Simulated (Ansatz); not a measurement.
Hafnium (omega (AlB2-type)) across density functionals

All rows: Ansatz, plane waves with scalar-relativistic PAW, 420 eV (500 eV for the SCAN forms), relaxed under each functional, no dispersion correction, no zero-point motion. B₀ comes from uniform scaling at fixed shape; a dash is a value not given.

```
functional  V (Å³/atom)                                    cell  B₀ (GPa)     magnetic state  ΔE to hcp (meV/atom)
       PBE        22.34  a = 4.995 Å, c = 3.102 Å (c/a = 0.621)       107  spin not included                    44
    r²SCAN        22.06  a = 4.972 Å, c = 3.091 Å (c/a = 0.622)       112  spin not included                    34
    PBEsol        21.39  a = 4.920 Å, c = 3.061 Å (c/a = 0.622)       114  spin not included                    34
       LDA        20.63  a = 4.858 Å, c = 3.028 Å (c/a = 0.623)       122  spin not included                    25
    revPBE        22.77  a = 5.028 Å, c = 3.120 Å (c/a = 0.620)       103  spin not included                    48
      RPBE        22.94  a = 5.041 Å, c = 3.127 Å (c/a = 0.620)       102  spin not included                    50
      BLYP        22.94  a = 5.038 Å, c = 3.130 Å (c/a = 0.621)       102  spin not included                    48
```

LDA gives the smallest volume and BLYP the largest.
